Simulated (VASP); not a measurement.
**From an Ansatz input to VASP: TePb (strained rocksalt)**

Ansatz input

```yaml
crystal:
  lattice:
    - [0.0, 3.2351584803, 3.271230949]
    - [3.2351584803, 0.0, 3.271230949]
    - [3.2351584803, 3.2351584803, 0.0]
  atoms:
    - { symbol: Pb, position: [0.0, 0.0, 0.0] }
    - { symbol: Te, position: [0.5, 0.5, 0.5] }
kpoints:
  mp_grid: { grid: [8, 8, 8] }
  band_path:
    path:
      - [0.0, 0.0, 0.0]
      - [0.5, 0.0, 0.5]
      - [0.625, 0.25, 0.625]
      - [0.375, 0.375, 0.75]
      - [0.5, 0.5, 0.5]
      - [0.5, 0.25, 0.75]
      - [0.0, 0.0, 0.5]
    npoints: 1
hamiltonian:
  xc: pbe
scf:
  occupations: { method: fermi_dirac, width: 0.02 }
  n_extra_bands: 4
output:
  forces: true
  stress: true
  eigenvalues: true
```

Question: Translate this input to VASP.

Answer: 

INCAR

```
EDIFF = 1E-7
LCHARG = .FALSE.
ISIF = 2
LWAVE = .FALSE.
NSW = 0
ISMEAR = -1
SIGMA = 0.02
LREAL = .FALSE.
LASPH = .TRUE.
IBRION = -1
ENCUT = 520
NBANDS = 17
NELM = 120
GGA = PE
PREC = Accurate
```

KPOINTS

```
KPOINTS created by Atomic Simulation Environment
0
Gamma
8 8 8
0 0 0
```

KPOINTS_OPT

```
special points
7
Reciprocal
0.0000000000 0.0000000000 0.0000000000 1
0.5000000000 0.0000000000 0.5000000000 1
0.6250000000 0.2500000000 0.6250000000 1
0.3750000000 0.3750000000 0.7500000000 1
0.5000000000 0.5000000000 0.5000000000 1
0.5000000000 0.2500000000 0.7500000000 1
0.0000000000 0.0000000000 0.5000000000 1
```

POSCAR

```
Pb Te
 1.0000000000000000
     0.0000000000000000    3.2351584803000000    3.2712309490000000
     3.2351584803000000    0.0000000000000000    3.2712309490000000
     3.2351584803000000    3.2351584803000000    0.0000000000000000
 Pb  Te
   1   1
Cartesian
  0.0000000000000000  0.0000000000000000  0.0000000000000000
  3.2351584803000000  3.2351584803000000  3.2712309490000009
```

VASP ran with the recommended PBE PAW datasets (20 valence electrons in the cell). Other inputs would serve too.

```json
{"": "gap between bands v and c", "Ansatz": "0.76 eV", "VASP": "0.76 eV"}
{"": "least direct gap", "Ansatz": "0.76 eV", "VASP": "0.76 eV"}
{"": "pressure", "Ansatz": "1.5 GPa", "VASP": "1.4 GPa"}
```

Each program uses its own PAW datasets. VASP's cell holds 20 valence electrons and Ansatz's 30. Ansatz's stress includes a Pulay correction; VASP's doesn't.
